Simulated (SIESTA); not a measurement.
Ge:

```
CELL_PARAMETERS angstrom
0.00000 2.82891 2.82891
2.82891 0.00000 2.82891
2.82891 2.82891 0.00000
ATOMIC_POSITIONS crystal
Ge 0.75000 0.75000 0.75000
Ge 0.50000 0.50000 0.50000
```

| Item | Value |
| --- | --- |
| Program | SIESTA 5.4.2 |
| Task | relaxation of cell and atoms |
| Functional | PBE |
| Potentials or basis | PseudoDojo 0.4 standard (PBE files) |
| Basis | DZP (energy shift 0.003 Ry; two zetas on semicore shells) |
| Grid cutoff | 800 Ry |
| Energy shift | 0.003 Ry |
| k mesh | 8 × 8 × 8 |
| Occupations | fermi-dirac, width 0.05 eV |
| Spin | no spin polarisation |

At the start: pressure 5.1 GPa; volume 22.64 Å³/atom.

Question: How do energy, volume and symmetry change on relaxing?

Answer: Over 4 steps the energy falls by 23.6 meV/atom and the volume is 24.25 Å³/atom (+7.1 %); space group Fd-3m (No. 227, to 0.05 Å).

Step by step:
```
step  energy change (eV)  largest force (eV/Å)  pressure (GPa)  volume (Å³)
   1              0.0000                0.0001            5.07        45.28
   2             -0.0191                0.0003            3.76        45.98
   3             -0.0467                0.0005            0.45        48.18
   4             -0.0472                0.0003            0.08        48.50
```

Final structure:
```xyz
2
Lattice="0.0002 2.8945 2.8945 2.8945 0.0002 2.8945 2.8945 2.8945 0.0002" Properties=species:S:1:pos:R:3 pbc="T T T"
Ge    4.3420    4.3420    4.3420
Ge    2.8947    2.8947    2.8947
```

Caveat: the basis of atomic orbitals isn't converged, which shifts pressures, moduli and gaps.
